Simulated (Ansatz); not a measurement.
# Honeycomb PN bilayer (like faces together) in a perpendicular field, part 2 of 4

Wanted: the out-of-plane response of the honeycomb PN bilayer (like faces together). A positive field points along +c.

Ansatz 0.2.0; plane-wave DFT, r2SCAN-D4, Ansatz PAW (the session's first sound run).

So far. Step 2 (Relaxation): The lattice constant a goes from 2.730 to 2.710 Å.

**3. Atoms held, field 0**

A sawtooth potential applies the field, turning back in the middle of the vacuum. With the dipole correction the typed value is the field outside the slab. The induced dipole is small, so the SCF threshold is tight.

The cell differs from the one that the last finished run ended in (c 40.820 → 23.548 Å).

input.yaml

```yaml
crystal:
  lattice:
    - [2.7096501663, 0.0, 0.0]
    - [-1.3548250831, 2.3466258794, 0.0]
    - [0.0, 0.0, 23.548299378]
  atoms:
    - { symbol: "N", position: [0.6666666667, 0.3333333333, 0.3821932045] }
    - { symbol: P, position: [0.3333333333, 0.6666666667, 0.4181204671] }
    - { symbol: "N", position: [0.0, 0.0, 0.6178067955] }
    - { symbol: P, position: [0.6666666667, 0.3333333333, 0.5818869923] }
kpoints:
  mp_grid: { grid: [18, 18, 1] }
  band_path:
    path: [[0, 0, 0], [0.5, 0, 0], [0.33333333, 0.33333333, 0], [0, 0, 0]]
    npoints: 16
hamiltonian:
  xc: r2scan
  dispersion: d4
scf:
  occupations: { method: fermi_dirac, width: 0.05 }
  convergence: { dr2_threshold: 1.0e-10 }
efield:
  axis: 3
  dipole_correction: true
  ramp_position: 0.97
  ramp_width: 0.06
  amplitude: 0
output:
  dos: { projected: true, e_range: [-6, 5] }
  bader: true
  write_potential: true
  write_density: true
  volumetric_format: npy
  elf: true
```

Launch:

```sh
ansatz run input.yaml --threads 2 --pin off --max-ram 3072MiB --backend cpu --events-out ev --progress --plain --runs-dir out
```

Numbers of over 12 decimals in the logs are rounded to 6 here.

Output:

```text
[...]
Crystal: 4 atoms, lattice volume = 149.733 Å³
Basis set: ecut = 500 eV, 3733 PW (Γ), exchange–correlation on 80×80×720 points (64 copies of the dense FFT grid, shifted against one another)
Bands: 14, of which v1, the nominal top of the filled ones, is band 10 counted from 1 (9 counted from 0)
Symmetry: 6 space group operations
[...]
k-points: 37 of 324 (time reversal used)
[...]
SCF iter   1: F=—  HF=-2287.122010 eV  |F-HF|=—  |Δ(HF+E_count)|=         —  Δρ=8.10e-3  dr2=1.53e-1  dr2_τ=2.43e-1  ethr=1.77e-3  p=0.000 e·Å  D=3.69e-4 V/Å  ΔV_dip=-0.01 eV  dr2_dipole=1.95e-5  V_vac-E_F(+/−)=5.65/5.66 eV  ⟨swp⟩=8.9  Hψ=4352  notcnv=0
efield: sawtooth ramp at fractional position 0.9700 (set: `efield.ramp_position`, or a place that a band, a saddle search or an elastic batch's reference lends), width 0.0600; the density the first Hamiltonian is built on has a dipole p = 0.000 e·Å; the dipole correction subtracts the counter field D = 3.69e-4 V/Å, which shifts the + side's vacuum level by -0.01 eV against the − side's; the planar-averaged density in the ramp window peaks in size at 4.0e-5 e/Å³
[...]
SCF iter   2: F=—  HF=-2287.154466 eV  |F-HF|=—  |Δ(HF+E_count)|=   3.25e-2  Δρ=3.70e-3  dr2=3.18e-2  dr2_τ=1.95e-3  ethr=7.65e-4  p=-0.003 e·Å  D=-3.06e-3 V/Å  ΔV_dip=0.07 eV  dr2_dipole=4.71e-5  V_vac-E_F(+/−)=6.02/5.95 eV  ⟨swp⟩=3.6  Hψ=1420  notcnv=0
[...]
SCF iter  11: F=-2287.151983 eV  HF=-2287.151983 eV  |F-HF|=1.74e-10  |Δ(HF+E_count)|=  5.64e-10  Δρ=1.41e-7  dr2=2.24e-11  dr2_τ=4.48e-12  ethr=1.00e-12  p=-0.001 e·Å  D=-7.16e-4 V/Å  ΔV_dip=0.02 eV  dr2_dipole=7.29e-13  V_vac-E_F(+/−)=6.27/6.26 eV  ⟨swp⟩=4.7  Hψ=2123  notcnv=0
SCF 1 converged in 11 iterations: F = -2287.151983 eV  dr2 = 2.24e-11
[...]
NSCF: frozen V_eff on 49 k-points
efield: sawtooth ramp at fractional position 0.9700 (kept from the solve that this one continues, or follows in the run), width 0.0600; the density the first Hamiltonian is built on has a dipole p = -0.001 e·Å; the dipole correction subtracts the counter field D = -7.16e-4 V/Å, which shifts the + side's vacuum level by +0.02 eV against the − side's; the planar-averaged density in the ramp window peaks in size at 6.3e-7 e/Å³
[...]
SCF converged after 11 iterations
Free energy (F): -2287.151983 eV
[...]
Internal energy: -2287.151983 eV  (E = F + TS)
E sigma→0 (E₀):  -2287.151983 eV
Fermi energy:    -1.443052 eV
Dipole field:    D = -0.000714 V/Å  (p = -0.000591 e·Å, saw-weighted, corrected)
Work function:   Φ+ = 6.2734 eV   Φ− = 6.2566 eV
Levels:          The Fermi level and band energies are counted from a zero that moves with the ramp; work functions are not
[...]
--- Band table (eV; the first three rows and the last of 37) ---
  k-point 0: bands = [... 6 lower, -5.3921, -5.3921, -4.0274, -2.9748, 2.5773, 3.2281, 4.6653, 4.6653]
  k-point 1: bands = [... 6 lower, -5.4972, -5.4818, -3.9448, -2.8884, 2.8207, 3.4580, 4.4448, 4.4669]
  k-point 2: bands = [... 6 lower, -5.7424, -5.7271, -3.7741, -2.7179, 3.1737, 3.4676, 4.1283, 4.5211]
  k-point 36: bands = [... 6 lower, -5.8590, -5.8405, -3.5604, -3.5334, -0.0545, 0.0059, 3.9476, 3.9738]
--- Bader charges: 4 sites ---
  site symbol  charge [e]  shift [e]
     0      N     -1.9346     0.0029
     1      P      1.9348     0.0029
     2      N     -1.9353     0.0029
     3      P      1.9352     0.0029
  estimated error of the sums over rays = 4.2e-4 e
```

The job ended after 38 s (2 threads of Arm Neoverse V1, shared host; peak memory 0.64 GiB).

This step gave:

```yaml
dipole_along_the_normal: -5.91e-4 e·Å
gap_along_the_path: 1.689 eV
smallest_direct_gap_along_the_path: 2.651 eV
ionisation_energy_upper_face: 7.165 eV
electron_affinity_upper_face: 5.476 eV
gap_the_smaller_of_path_and_mesh: 1.689 eV
```

Running mean over a fixed 2.7 Å (it still follows the layers) of the planar mean; the ramp of the sawtooth is left out. Electron's electrostatic potential energy less the Fermi level against z:

z (Å), electron's electrostatic potential energy less the Fermi level (eV) and a bar from the least value:
```
        4        6.3 ##############################
        5        6.3 ##############################
        6        6.2 ##############################
        7        5.8 #############################
        8       -0.2 ###################
        9       -9.2 ###
       10      -10.2 #
       11       -2.9 ##############
       12        1.4 #####################
       13       -6.8 #######
       14      -10.7 
       15       -5.6 #########
       16        3.5 #########################
       17        6.2 ##############################
       18        6.3 ##############################
       19        6.3 ##############################
       20        6.3 ##############################
```

The density of states has structure finer than the step of the table below, so its rows give means over 0.2 eV, whole bins alone (the curve runs from -6 to 2.79 eV). Peaks (eV: height): -5.31: 3.51, -2.14: 4.94, -2.03: 4.13, -1.67: 6.00, -0.95: 5.59, 1.83: 2.69.

Table of density of states by energy, zero at the Fermi level of the run, which the smearing sets inside the gap; means over each step:

```tsv
energy (eV)	density of states (states/eV a cell)
-5.8	2.49
-5.6	2.27
-5.4	2.52
-5.2	2.12
-5.0	1.84
-4.8	1.53
-4.6	1.38
-4.4	0.808
-4.2	0.647
-4.0	0.325
-3.8	0
-3.6	0
-3.4	0
-3.2	0
-3.0	0
-2.8	0
-2.6	0.507
-2.4	1.35
-2.2	2.87
-2.0	3.34
-1.8	3.63
-1.6	2.54
-1.4	1.12
-1.2	1.53
-1.0	3.02
-0.8	0.114
-0.6	0
-0.4	0
-0.2	0
0.0	0
0.2	0
0.4	0
0.6	0
0.8	0.141
1.0	0.813
1.2	0.995
1.4	1.16
1.6	2.10
1.8	2.45
2.0	1.60
2.2	1.28
2.4	1.07
2.6	0.927
```

Projected DOS per atom over height of the atomic layer and energy from the Fermi level. Layers: N P P N from below.

Ten even steps from '0' (0.00 states/eV) to '9' (0.93 states/eV), each cell a mean:
```
1221
2332
4554
2332
1111
0000
0000
0000
0000
5446
2233
9998
5984
1110
0000
0000
0000
2002
5115
7227
9339
8449
```
Columns: height of the atomic layer (Å) from 9 to 14.5 (not evenly spaced); rows upwards: energy from the Fermi level (eV) from -5.96 to 2.77.

Electronic bands along the path, in eV, zero at the Fermi level of the run, which the smearing sets inside the gap:

```tsv
point	band 7	band 8	band 9	band 10	band 11	band 12	band 13	band 14
Γ	-3.95	-3.95	-2.58	-1.53	4.02	4.67	6.11	6.11
halfway	-5.21	-5.20	-1.81	-0.94	2.79	2.89	6.11	6.95
M	-5.40	-5.33	-2.67	-2.40	0.80	0.92	5.16	5.64
halfway	-4.96	-4.90	-2.42	-2.18	1.68	1.82	5.88	5.96
K	-4.42	-4.40	-2.12	-2.09	1.39	1.45	5.39	5.42
halfway	-6.43	-6.42	-1.66	-0.89	3.59	3.66	5.86	5.91
Γ	-3.95	-3.95	-2.58	-1.53	4.02	4.67	6.11	6.11
```

The electronic bands as a text plot (rows in eV, shown from -8.9 to 5.4 only):

```
    5.1 |  ++           ++++++++       ++++++++++++       +++++
    4.5 |+++++++                                       +++  +++++
    3.9 |++     +                                   +++        ++
    3.3 |        ++                                +++
    2.7 |          +                            +++
    2.1 |           ++                       +++
    1.5 |             +++       +++++++++++++
    0.9 |               +++++++++
    0.3 |
   -0.2 |
   -0.8 |      *******                           *********
   -1.4 |******     *****                    *********    *******
   -2.0 |    *******    *****   ****************      ******
   -2.6 |****             ***********                       *****
   -3.2 |
   -3.8 |***                                                 ****
   -4.4 |  *****                     ********             ******
   -5.0 |   *   ****          *******       ***          *  *
   -5.6 |    **     ***** *****                *      ***
   -6.2 |      *        *******                 *** **    **
   -6.8 |       *    ****      **                ***     *
   -7.4 |        *****           *               ********
   -8.0 |          *              **            *
   -8.6 |                           *          *
         Γ                   M           K                      Γ
```

ELF in the ca plane at fractional y = 0.333, with atoms of N and P within 0.2 Å of it. It is the smooth field of the valence electrons, not physical close to the nuclei.

Ten even steps from '0' (0.00) to '9' (0.99), each cell a mean:
```
00000000000000002478877543210279955654210000
00000000000000014789746521000499931342000000
00000000000000015799616510000499920131000000
00000000000000013689757521100389931342000000
00000000000000001357777544410168866764210000
00000000000000000012355567730023445666531000
00000000000000000000133468840001224666642000
00000000000000000023456567630024545666531000
```
Columns run along c (16.0 Å, from fractional 0.06 to 0.74 of the cell), rows up along a (2.7 Å). Atoms in or near the plane, at fractional coordinates: N at (0.38, 0.67), P at (0.58, 0.67).

Electrostatic potential energy in the ca plane at fractional y = 0.333, with atoms of N and P within 0.2 Å of it. With pseudopotentials it is smooth inside the atoms' cores, unlike the true potential.

Ten even steps from '0' (-56 eV) to '9' (5 eV), each cell a mean:
```
99999999999999999998656788999998632478999999
99999999999999999997103789999998300168999999
99999999999999999996002789999998200058999999
99999999999999999997214789999998400168999999
99999999999999999999767778999999744679999999
99999999999999999999886568999999877788999999
99999999999999999999986568999999888878999999
99999999999999999999887678999999877788999999
```
Columns run along c (16.0 Å, from fractional 0.06 to 0.74 of the cell; values clipped at the 3rd and 97th percentile), rows up along a (2.7 Å). Atoms in or near the plane, at fractional coordinates: N at (0.38, 0.67), P at (0.58, 0.67).

Valence density in the ca plane at fractional y = 0.333, with atoms of N and P within 0.2 Å of it. It is the smooth field of the valence electrons, not physical close to the nuclei.

Ten steps, logarithmic in the rise over the least value, from '0' (0.0 e/Å³) to '9' (3.5 e/Å³), each cell a mean:
```
00000000000000000135787654211134666664310000
00000000000000000247998643211235654654210000
00000000000000000258999643211246643553210000
00000000000000000247998643211235655654210000
00000000000000000135677654311124566664310000
00000000000000000013456655321123456665320000
00000000000000000012455555321112345665420000
00000000000000000023566654321123456665320000
```
Columns run along c (16.0 Å, from fractional 0.06 to 0.74 of the cell), rows up along a (2.7 Å). Atoms in or near the plane, at fractional coordinates: N at (0.38, 0.67), P at (0.58, 0.67).

The gap is 1.69 eV, with the valence edge 7.17 eV and the conduction edge 5.48 eV under the upper vacuum level.

**4. Single point, field 0.1 V/Å**

Edit input.yaml of step 3 so:

```diff
@@ -24,8 +24,6 @@
   dipole_correction: true
-  ramp_position: 0.97
-  ramp_width: 0.06
-  amplitude: 0
+  ramp_position: 0.9325
+  ramp_width: 0.135
+  amplitude: 0.1
 output:
-  dos: { projected: true, e_range: [-6, 5] }
-  bader: true
   write_potential: true
@@ -33,2 +31 @@
   volumetric_format: npy
-  elf: true
```

Output:

```text
[...]
Crystal: 4 atoms, lattice volume = 149.733 Å³
Basis set: ecut = 500 eV, 3733 PW (Γ), exchange–correlation on 80×80×720 points (64 copies of the dense FFT grid, shifted against one another)
Bands: 14, of which v1, the nominal top of the filled ones, is band 10 counted from 1 (9 counted from 0)
Symmetry: 6 space group operations
[...]
--- Band table (eV; the first three rows and the last of 37) ---
  k-point 0: bands = [... 6 lower, -5.3255, -5.3255, -4.0327, -2.9703, 2.5701, 3.2342, 4.3987, 4.6063]
  k-point 1: bands = [... 6 lower, -5.5643, -5.4153, -3.9500, -2.8839, 2.8134, 3.4641, 4.3648, 4.5072]
  k-point 2: bands = [... 6 lower, -5.8095, -5.6606, -3.7793, -2.7134, 3.1593, 3.4793, 4.1187, 4.5264]
  k-point 36: bands = [... 6 lower, -5.9314, -5.7685, -3.6154, -3.4788, -0.1130, 0.0639, 3.8941, 4.0265]
[key lines of the parts left out:]
SCF converged after 11 iterations
Free energy (F): -2287.152944 eV
Fermi energy:    -1.454876 eV
Dipole field:    D = 0.023942 V/Å  (p = 0.019811 e·Å, saw-weighted, corrected)
```

It took 18 s on 2 threads; peak memory 0.64 GiB; 36 s of CPU time.

The dipole is 0.0198 e·Å, and the gap 1.651 eV.

**5. Single point, field -0.1 V/Å**

Edit input.yaml of step 4 so:

```diff
@@ -26,3 +26,3 @@
   ramp_width: 0.135
-  amplitude: 0.1
+  amplitude: -0.1
 output:
```

Output:

```text
[...]
Crystal: 4 atoms, lattice volume = 149.733 Å³
Basis set: ecut = 500 eV, 3733 PW (Γ), exchange–correlation on 80×80×720 points (64 copies of the dense FFT grid, shifted against one another)
Bands: 14, of which v1, the nominal top of the filled ones, is band 10 counted from 1 (9 counted from 0)
Symmetry: 6 space group operations
[...]
--- Band table (eV; the first three rows and the last of 37) ---
  k-point 0: bands = [... 6 lower, -5.3409, -5.3409, -4.0305, -2.9722, 2.5727, 3.2318, 4.4141, 4.6221]
  k-point 1: bands = [... 6 lower, -5.5489, -5.4307, -3.9479, -2.8858, 2.8161, 3.4617, 4.3797, 4.5099]
  k-point 2: bands = [... 6 lower, -5.7941, -5.6759, -3.7772, -2.7153, 3.1647, 3.4750, 4.1201, 4.5257]
  k-point 36: bands = [... 6 lower, -5.9129, -5.7873, -3.5883, -3.5059, -0.0524, 0.0034, 3.9207, 4.0003]
[key lines of the parts left out:]
SCF converged after 11 iterations
Free energy (F): -2287.153062 eV
Fermi energy:    -1.450229 eV
Dipole field:    D = -0.025382 V/Å  (p = -0.021003 e·Å, saw-weighted, corrected)
```

Wall time 18 s (2 threads); peak memory 0.63 GiB; 36 s of CPU time.

The dipole is -0.0210 e·Å, and the gap 1.666 eV.

**6. Single point, field 0.5 V/Å**

Edit input.yaml of step 5 so:

```diff
@@ -24,5 +24,5 @@
   dipole_correction: true
-  ramp_position: 0.9325
-  ramp_width: 0.135
-  amplitude: -0.1
+  ramp_position: 0.8631
+  ramp_width: 0.2738
+  amplitude: 0.5
 output:
```

Output:

```text
[...]
Crystal: 4 atoms, lattice volume = 149.733 Å³
Basis set: ecut = 500 eV, 3733 PW (Γ), exchange–correlation on 80×80×720 points (64 copies of the dense FFT grid, shifted against one another)
Bands: 14, of which v1, the nominal top of the filled ones, is band 10 counted from 1 (9 counted from 0)
Symmetry: 6 space group operations
[...]
--- Band table (eV; the first three rows and the last of 37) ---
  k-point 0: bands = [... 6 lower, -5.0662, -5.0662, -4.1306, -2.8886, 2.4439, 2.9523, 3.3398, 4.3522]
  k-point 1: bands = [... 6 lower, -5.4527, -5.1561, -4.0469, -2.8031, 2.6834, 3.0374, 3.5671, 4.1351]
  k-point 2: bands = [... 6 lower, -6.0831, -5.4016, -3.8749, -2.6336, 2.9663, 3.2811, 3.6112, 4.0230]
  k-point 36: bands = [... 6 lower, -6.2262, -5.4874, -3.8409, -3.2670, -0.3526, 0.2894, 3.6745, 4.2308]
[key lines of the parts left out:]
SCF converged after 11 iterations
Free energy (F): -2287.177205 eV
Fermi energy:    -1.523491 eV
Dipole field:    D = 0.122733 V/Å  (p = 0.101559 e·Å, saw-weighted, corrected)
```

Wall time 19 s (2 threads); peak memory 0.63 GiB.

The dipole is 0.102 e·Å, and the gap 1.312 eV.

**7. Atoms held, field -0.3 V/Å**

Edit input.yaml of step 6 so:

```diff
@@ -24,6 +24,8 @@
   dipole_correction: true
-  ramp_position: 0.8631
-  ramp_width: 0.2738
-  amplitude: 0.5
+  ramp_position: 0.9294
+  ramp_width: 0.1411
+  amplitude: -0.3
 output:
+  dos: { projected: true, e_range: [-6, 5] }
+  bader: true
   write_potential: true
@@ -31 +33,2 @@
   volumetric_format: npy
+  elf: true
```

Output:

```text
[...]
Crystal: 4 atoms, lattice volume = 149.733 Å³
Basis set: ecut = 500 eV, 3733 PW (Γ), exchange–correlation on 80×80×720 points (64 copies of the dense FFT grid, shifted against one another)
Bands: 14, of which v1, the nominal top of the filled ones, is band 10 counted from 1 (9 counted from 0)
Symmetry: 6 space group operations
[...]
k-point 2: bands = [... 6 lower, -5.9294, -5.5459, -3.8074, -2.6905, 3.0923, 3.5278, 3.8734, 4.0981]
  k-point 36: bands = [... 6 lower, -6.0591, -5.6467, -3.6995, -3.3998, -0.1704, 0.1163, 3.8130, 4.1030]
--- Bader charges: 4 sites ---
  site symbol  charge [e]  shift [e]
     0      N     -1.9269     0.0029
     1      P      1.9299     0.0029
     2      N     -1.9429     0.0028
     3      P      1.9399     0.0028
  estimated error of the sums over rays = 4.1e-4 e
[key lines of the parts left out:]
SCF converged after 11 iterations
Free energy (F): -2287.161350 eV
Fermi energy:    -1.487678 eV
Dipole field:    D = -0.074800 V/Å  (p = -0.061895 e·Å, saw-weighted, corrected)
```

It took 38 s on 2 threads; peak memory 0.63 GiB.

The dipole is -0.0619 e·Å, and the gap 1.525 eV.

**8. Response, atoms held**

This step: plane-wave DFT, r2SCAN-D4, Ansatz PAW; response to a field along the normal, atoms held (Ansatz 0.2.0).

The dipoles give the slope, and the difference of two potentials shows where the field is screened.

Numbers from this step:

```
equivalent conductor thickness p/(ε₀AE) : 5.807 Å
distance between the outer atoms        : 5.548 Å
```

Table of dipole of the cell by applied field:

```tsv
applied field (V/Å)	dipole of the cell (e·Å)
-0.300	-0.0619
-0.100	-0.0210
0.000	-5.9e-4
0.100	0.0198
0.500	0.102
```

Local field over the applied field, running mean. From the potentials at -0.1 and 0.1 V/Å; running mean over 2.5 Å. Table of local field over applied field by z:

```tsv
z (Å)	local field over applied field
4.5	1.000
5.0	0.999
5.5	0.996
6.0	0.987
6.5	0.959
7.0	0.887
7.5	0.755
8.0	0.589
8.5	0.412
9.0	0.264
9.5	0.169
10.0	0.175
10.5	0.257
11.0	0.359
11.5	0.412
12.0	0.414
12.5	0.367
13.0	0.268
13.5	0.182
14.0	0.165
14.5	0.253
15.0	0.396
15.5	0.572
16.0	0.740
16.5	0.877
17.0	0.954
17.5	0.985
18.0	0.995
18.5	0.999
19.0	1.000
```

The induced electron density oscillates, so the rows of the table below give means over windows of 0.5 Å about each position, cut where the curve ends. Its maxima inside the range that stand out by 2 % of the span (Å: e/Å³ per V/Å): 8.24: 0.00384, 9.16: 0.00180, 10.20: 1.6e-4, 12.56: 0.00300, 13.87: 0.00118, 14.65: -0.00101. Its minima: 8.90: 0.00100, 9.68: -0.00115, 10.99: -0.00301, 13.34: -1.5e-4, 14.39: -0.00184, 15.31: -0.00383.

Electrons, planar mean, per unit field. Induced electron density against z; means over each step:

```tsv
z (Å)	induced electron density (e/Å³ per V/Å)
4.5	1.3e-6
5.0	4.6e-6
5.5	1.6e-5
6.0	5.7e-5
6.5	1.9e-4
7.0	5.9e-4
7.5	0.00160
8.0	0.00323
8.5	0.00299
9.0	0.00140
9.5	-4.3e-5
10.0	-4.3e-4
10.5	-0.00115
11.0	-0.00281
11.5	-0.00135
12.0	0.00113
12.5	0.00275
13.0	0.00139
13.5	3.5e-4
14.0	3.1e-4
14.5	-0.00143
15.0	-0.00274
15.5	-0.00334
16.0	-0.00175
16.5	-6.6e-4
17.0	-2.1e-4
17.5	-6.4e-5
18.0	-1.9e-5
18.5	-5.3e-6
19.0	-1.5e-6
```

The smaller of the gaps on the path and on the k-mesh, counted as 0 under 0.03 eV. The gap by applied field:

```tsv
applied field (V/Å)	gap (eV)
-0.300	1.52
-0.100	1.67
0.000	1.69
0.100	1.65
0.500	1.31
```

By hand: between -0.1 and 0.1 V/Å the dipole changes by 0.04081 e·Å, a slope of 0.2041 e·Å²/V. A perfect conductor of thickness t has p = ε₀AEt, so t = 180.95 × 0.2041 / 6.359 = 5.81 Å (e/ε₀ = 180.95 V·Å, A in Å²).

The induced dipole is that of a conductor 5.81 Å thick.

(Continued in part 3 of 4.)

[Logs are printed without paths, hosts, clocks, repeated set-up lines and the standing remarks that a program may print on its own settings, such as how far it seeks lower states.]

[Hosts, paths, dates, database ids (printed as entryN), source tags and the programs' standing remarks are cut or masked in the printed files.]

[Maps of the electrostatic potential energy from Ansatz leave out the sawtooth potential of an applied field or a dipole correction, so their vacuum need not be flat; planar profiles and work functions include it.]

[The density of states shown here was stored with 400 of the rows of the run's finer table, so its peaks can read low, often by over a quarter, or be missed, and its means over a window can be off by a tenth or more.]
